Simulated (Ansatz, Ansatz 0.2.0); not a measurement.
# Formation enthalpy of cubic Na₂WO₄: r²SCAN compared with LDA and PBEsol

## Reference data

The reference is the standard enthalpy of formation of sodium tungstate from the elements at 298 K, −370.2 kcal/mol or −2.293 eV/atom, taken from a printed reference work on thermochemical values of sodium, strontium, sulfur compounds. It is a compiled value. A ternary oxide of this kind is seldom made from its elements in a calorimeter; the enthalpy usually comes from a cycle of reactions, often in solution, and carries the errors of the auxiliary data. The individual steps and an uncertainty are not given with the value. I take it to refer to the crystalline, anhydrous salt, which at room temperature is the cubic spinel-type phase that I model.

| compared with | measured | source's wording or label | T (K) | method |
| --- | --- | --- | --- | --- |
| ΔH per atom (eV/atom) | −2.293 | -370.2 kcal/mol | room temperature | compiled thermochemistry |

Conditions are those given with the value in the passage it was taken from; "not stated" means there, and the paper may say more elsewhere. The values are a selection: others may have been left out beforehand as unlike or outlying.

## Method

The aim is the formation enthalpy per atom to within 0.1 eV, with 0.03 eV as the mark of a really good result. I set the target in eV per atom because a percentage of so large an enthalpy would hide errors that matter when compounds are compared.

The model is the ordered cubic crystal with 14 atoms in the primitive cell, set against solid sodium, solid tungsten and the O₂ molecule, all relaxed. The tungsten is hexavalent with an empty d shell, so neither magnetic order nor a Hubbard term is called for in the compound. The difficulty lies in the reaction itself: four oxygen atoms per formula unit pass from a molecule into an ionic solid. LDA and the GGAs overbind O₂, which makes oxides too little exothermic, and LDA partly hides this by overbinding the solid as well. I therefore start with r²SCAN, which errs less on the molecule, and keep a cheaper functional for scale and for numerical tests.

The energies are static. Heat content and zero-point motion, compound against elements, should shift the result by roughly 0.01 to 0.02 eV/atom, below the target.

Plain PBE isn't shown in this study.

System: Na2WO4; Fd-3m (No. 227), 14 atoms in the primitive cell; the database structure is a diffraction structure: a = 9.130 Å; structure from the Crystallography Open Database.

On the selection of runs and values: Further runs on this system are not shown.

## 1. r²SCAN from the start

This run goes straight to the level on which I expect to rest the verdict. I expect it to come within 0.1 eV/atom of the reference; on which side is hard to say beforehand, since the remaining error of a meta-GGA on O₂ does not always have the same sign.

**Run 1.** Ansatz 0.2.0: r2SCAN, O2 as a molecule in a box of 10 to 11 A, compound and elements relaxed, PAW set soft_2, cutoff 520 eV, 4x4x4 k mesh, Gaussian smearing 0.02 eV.

Key lines of the input:
```
crystal:
  # lattice and atoms
kpoints:
  mp_grid: { grid: [4, 4, 4] }
hamiltonian:
  xc: r2scan
scf:
  occupations: { method: gaussian, width: 0.02 }
output:
  forces: true
  stress: true
basis:
  ecutwfc: 520.0
relax:
  adjacent_minimum: "off"
  f_tol: 0.005
  max_steps: 60
  cell: { stress_tol: 0.03 }
```

Command:
```
ansatz run input.yaml --threads 4 --pin off --max-ram 16384MiB --backend cpu --events-out ev --progress --plain --runs-dir out
```

Selected lines of the output:
```
[Na2WO4, 14 atoms, space group Fd-3m, 4x4x4 mesh] E sigma→0 (E₀):  -31309.674359 eV
[W, 1 atoms, space group Im-3m, 18x18x18 mesh] E sigma→0 (E₀):  -10397.293447 eV
[O, 2 atoms, space group none (molecule), 1x1x1 mesh, spin-polarised] E sigma→0 (E₀):  -1131.967371 eV
[Na, 1 atoms, space group Im-3m, 14x14x14 mesh] E sigma→0 (E₀):  -1488.614087 eV
```

Converged; 84 s on 4 cores of Arm Neoverse V1, shared host. Warnings: another step: stress_scf_threshold_loose.

| quantity | run 1 | measured | deviation |
| --- | --- | --- | --- |
| ΔH per atom (eV/atom) | −2.340 | −2.293 | −0.047 (−2.1 %) |
| ΔH per mole of formula units (kJ/mol) | −1580.5 |  |  |
| conventional cell volume (Å³) | 750.56 |  |  |

r²SCAN gives −2.340 eV/atom, too exothermic by 0.047 eV/atom. That is inside the 0.1 eV target but outside the 0.03 eV mark. The total energies show how delicate the balance is: tens of thousands of eV on each side cancel to leave about 33 eV for the primitive cell with its two formula units. An error in the oxygen molecule enters four times per cell, so 0.1 eV per molecule would move the result by roughly 0.03 eV/atom.

The relaxed conventional cell has 750.56 Å³, somewhat smaller than the diffraction cell of 9.130 Å edge from which the relaxation began. One step of the run raised a warning named stress_scf_threshold_loose; I read nothing further into the name.

## 2. Cutoff and mesh, tested with LDA

Before I discuss a deviation of a few hundredths of an eV, I want to know how far numerical settings can move this reaction energy. I test them with LDA and the same PAW set: a base run, one with a higher cutoff and one with denser meshes for the compound and the two metals. For a wide-gap insulator I expect the mesh to matter very little; the cutoff, with oxygen in both molecule and crystal, is the more likely source of a shift. The test bears on r²SCAN only indirectly, since a meta-GGA can be more demanding. The LDA value also serves for scale, and I expect it to be less exothermic than that of r²SCAN.

**Run 2.** Ansatz 0.2.0: LDA, O2 as a molecule in a box of 10 to 11 A, compound and elements relaxed, PAW set soft_2, cutoff 420 eV, 4x4x4 k mesh, Gaussian smearing 0.02 eV.

Key lines of the input, as changed from run 1:
```diff
  hamiltonian:
-   xc: r2scan
+   xc: lda
  basis:
-   ecutwfc: 520.0
+   ecutwfc: 420.0
```

Selected lines of the output:
```
[Na2WO4, 14 atoms, space group Fd-3m, 4x4x4 mesh] E sigma→0 (E₀):  -30578.249803 eV
[O, 2 atoms, space group none (molecule), 1x1x1 mesh, spin-polarised] E sigma→0 (E₀):  -1104.704384 eV
```

Converged; took 23 s. Warnings: another step: stress_scf_threshold_loose.

**Run 3.** Ansatz 0.2.0: LDA, O2 as a molecule in a box of 10 to 11 A, compound and elements relaxed, PAW set soft_2, cutoff 570 eV, 4x4x4 k mesh, Gaussian smearing 0.02 eV.

Key lines of the input, as changed from run 2:
```diff
  basis:
-   ecutwfc: 420.0
+   ecutwfc: 570.0
```

Selected lines of the output:
```
[Na2WO4, 14 atoms, space group Fd-3m, 4x4x4 mesh] E sigma→0 (E₀):  -30578.319287 eV
[O, 2 atoms, space group none (molecule), 1x1x1 mesh, spin-polarised] E sigma→0 (E₀):  -1104.727101 eV
```

Converged; 22 s on 4 cores of Arm Neoverse V2, shared host. Warnings: another step: stress_scf_threshold_loose.

**Run 4.** Ansatz 0.2.0: LDA, O2 as a molecule in a box of 10 to 11 A, compound and elements relaxed, PAW set soft_2, cutoff 420 eV, 6x6x6 k mesh, Gaussian smearing 0.02 eV.

Key lines of the input, as changed from run 2:
```diff
  kpoints:
-   mp_grid: { grid: [4, 4, 4] }
+   mp_grid: { grid: [6, 6, 6] }
```

Selected lines of the output:
```
[W, 1 atoms, space group Im-3m, 24x24x24 mesh] E sigma→0 (E₀):  -10129.848081 eV
[Na, 1 atoms, space group Im-3m, 18x18x18 mesh] E sigma→0 (E₀):  -1466.608157 eV
```

Converged; took 29 s. Warnings: another step: stress_scf_threshold_loose.

| quantity | run 2 | run 3 | run 4 | measured |
| --- | --- | --- | --- | --- |
| ΔH per atom (eV/atom) | −2.380 | −2.378 | −2.379 | −2.293 |
| ΔH per mole of formula units (kJ/mol) | −1607.5 | −1606.4 | −1606.6 |  |
| conventional cell volume (Å³) | 712.56 | 712.61 | 712.57 |  |

The numerical settings hardly matter for LDA. The higher cutoff changes the enthalpy by 0.002 eV/atom and the denser meshes by 0.001 eV/atom. The small cutoff effect rests on cancellation: the crystal's energy falls by 0.069 eV per primitive cell, while the four O₂ molecules that supply its oxygen fall by 0.091 eV together. This settles the matter for LDA only, but it gives no hint that the PAW set needs an unusually high cutoff for this reaction.

I had expected LDA to be less exothermic than r²SCAN. It is more so, at −2.380 against −2.340 eV/atom, and lies 0.087 eV/atom beyond the reference. Overbinding of the solid presumably outweighs that of the molecule here; this is my interpretation, and a separation of the two is not shown in this report. The volume fits it: the LDA cell is about 5 % smaller than that of r²SCAN. LDA thus also stays within 0.1 eV, but by a balance of two large errors that I would not carry over to another oxide.

## 3. A dispersion term and a GGA

Two comparisons remain worth making. Adding rVV10 to r²SCAN at unchanged cutoff and mesh shows how far the main result depends on long-range correlation; I expect extra binding in the dense solids and almost none in O₂, hence a somewhat more exothermic value. PBEsol is the neighbouring level for scale. It keeps much of the overbinding of O₂ without compressing the solid as LDA does, so I expect it on the less exothermic side of the reference.

**Run 5.** Ansatz 0.2.0: r2SCAN+rVV10, O2 as a molecule in a box of 10 to 11 A, compound and elements relaxed, PAW set soft_2, cutoff 520 eV, 4x4x4 k mesh, Gaussian smearing 0.02 eV.

Key lines of the input, as changed from run 1:
```diff
  hamiltonian:
+   dispersion: rvv10
```

Selected lines of the output:
```
[Na2WO4, 14 atoms, space group Fd-3m, 4x4x4 mesh] E sigma→0 (E₀):  -31299.858310 eV
[W, 1 atoms, space group Im-3m, 18x18x18 mesh] E sigma→0 (E₀):  -10394.518944 eV
[O, 2 atoms, space group none (molecule), 1x1x1 mesh, spin-polarised] E sigma→0 (E₀):  -1131.270922 eV
[Na, 1 atoms, space group Im-3m, 14x14x14 mesh] E sigma→0 (E₀):  -1488.181674 eV
```

Converged; 3.1 min on 4 cores of Arm Neoverse V1, shared host. Warnings: another step: stress_scf_threshold_loose.

**Run 6.** Ansatz 0.2.0: PBEsol, O2 as a molecule in a box of 10 to 11 A, compound and elements relaxed, PAW set soft_2, cutoff 420 eV, 4x4x4 k mesh, Gaussian smearing 0.02 eV.

Key lines of the input, as changed from run 2:
```diff
  hamiltonian:
-   xc: lda
+   xc: pbesol
```

Converged; took 21 s. Warnings: another step: stress_scf_threshold_loose.

| quantity | run 5 | run 6 | measured |
| --- | --- | --- | --- |
| ΔH per atom (eV/atom) | −2.358 | −2.174 | −2.293 |
| ΔH per mole of formula units (kJ/mol) | −1592.5 | −1468.6 |  |
| conventional cell volume (Å³) | 737.68 | 756.00 |  |

Adding rVV10 makes the enthalpy more exothermic by 0.018 eV/atom, in the direction I expected, and shrinks the cell by 1.7 %. At −2.358 eV/atom the result is still within 0.1 eV of the reference, but 0.065 eV/atom away instead of 0.047. The crystal's total energy rises by almost 10 eV per primitive cell when the term is switched on, and the energies of the elements rise too. These offsets largely cancel in the reaction, so they say nothing about binding by themselves.

PBEsol falls on the less exothermic side, as I had supposed, at −2.174 eV/atom. It misses the reference by 0.119 eV/atom and so narrowly fails the 0.1 eV target. The sign is what overbinding of O₂ would produce, though the molecule's share by itself is not shown in this report. The step from LDA to PBEsol is 0.206 eV/atom, about a hundred times the shift from the higher cutoff in the LDA test. For this reaction the choice of functional therefore matters far more than the cutoff and mesh settings tested with LDA.

## Comparison with experiment

| run | settings | ΔH per atom (eV/atom) | deviation | cost |
| --- | --- | --- | --- | --- |
| 1 | r2SCAN, cutoff 520 eV, 4x4x4 k mesh | −2.340 | −0.047 (−2.1 %) | 5.6 core-min |
| 2 | LDA, cutoff 420 eV, 4x4x4 k mesh | −2.380 | −0.087 (−3.8 %) | 90 core-s |
| 3 | LDA, cutoff 570 eV, 4x4x4 k mesh | −2.378 | −0.085 (−3.7 %) | 89 core-s |
| 4 | LDA, cutoff 420 eV, 6x6x6 k mesh | −2.379 | −0.086 (−3.7 %) | 2 core-min |
| 5 | r2SCAN+rVV10, cutoff 520 eV, 4x4x4 k mesh | −2.358 | −0.065 (−2.8 %) | 13 core-min |
| 6 | PBEsol, cutoff 420 eV, 4x4x4 k mesh | −2.174 | +0.119 (+5.2 %) | 85 core-s |
|  | measured | −2.293 |  |  |

Further runs on the same system, made beside this series (convergence steps with loose settings among them):

| further | settings | ΔH per atom (eV/atom) | deviation | cost | status |
| --- | --- | --- | --- | --- | --- |
| F1 | PBEsol+D3(BJ), compound and elements relaxed, cutoff 420 eV, 4x4x4 k mesh | −2.188 | +0.105 (+4.6 %) | 75 core-s | warnings: another step: stress_scf_threshold_loose; relaxed_geometry_near_dispersion_switch |
| F2 | BLYP, compound and elements relaxed, cutoff 420 eV, 4x4x4 k mesh | −2.351 | −0.058 (−2.5 %) | 100 core-s | warnings: another step: stress_scf_threshold_loose |
| F3 | LDA, compound and elements in their database cells, cutoff 420 eV, 4x4x4 k mesh | −2.376 | −0.083 (−3.6 %) | under 1 core-min |  |
| F4 | LDA, compound and elements relaxed, cutoff 420 eV, 2x2x2 k mesh | −2.383 | −0.090 (−3.9 %) | under 1 core-min | warnings: another step: stress_scf_threshold_loose |
|  | measured | −2.293 |  |  |  |

## Discussion

r²SCAN meets the 0.1 eV/atom target but not the stricter 0.03 mark. It gives −2.340 eV/atom against −2.293, too exothermic by 0.047, for 5.6 core-minutes.

LDA also stays within 0.1 eV/atom at lower cost, but I would not rely on it. Its overbinding of the solid works against its overbinding of O₂, and that balance need not hold in another oxide. BLYP lands at −2.351, which I would not take as proof of sound physics either. PBEsol misses narrowly, with or without D3, on the less exothermic side that overbound O₂ would produce. A single reaction, in which errors can cancel by chance, is too little to rank the functionals in general.

The LDA tests of cutoff and mesh were useful: they moved the enthalpy by no more than 0.003 eV/atom, and relaxing the cells changed it by only 0.004. They do not establish convergence for r²SCAN, for which no such test is shown in this report, nor is a second PAW set. Adding rVV10 cost more than twice as much and widened the deviation to 0.065 eV/atom.

The likeliest cause of what remains is the balance between O₂ and the ionic solid. If the molecule alone were at fault, r²SCAN would have to underbind it by roughly 0.16 eV relative to the crystal; this is conjecture, as a separate test of the molecule is not shown in this report. The omitted thermal and zero-point terms, roughly 0.01 to 0.02 eV/atom, are too small to explain the whole deviation. Their sign is not shown in this report, so they could bring the result close to the 0.03 mark or take it further away. Errors in the thermochemical cycle behind the reference could also contribute. No uncertainty is given with the value, but the deviation amounts to roughly 30 kJ per mole of formula units, more than I would expect such a cycle to be wrong by, so I look for most of it in the calculation.

[Logs are printed without paths, hosts, clocks, repeated set-up lines and the standing remarks that a program may print on its own settings, such as how far it seeks lower states.]

[The runs shown are a pick from a larger set of finished runs; failed, doubtful and other runs were left out of it ahead of writing. So were measured values far from every level or from commonly accepted values, and agreement can look better than it is. Lines of input and output are excerpts and may be shortened.]
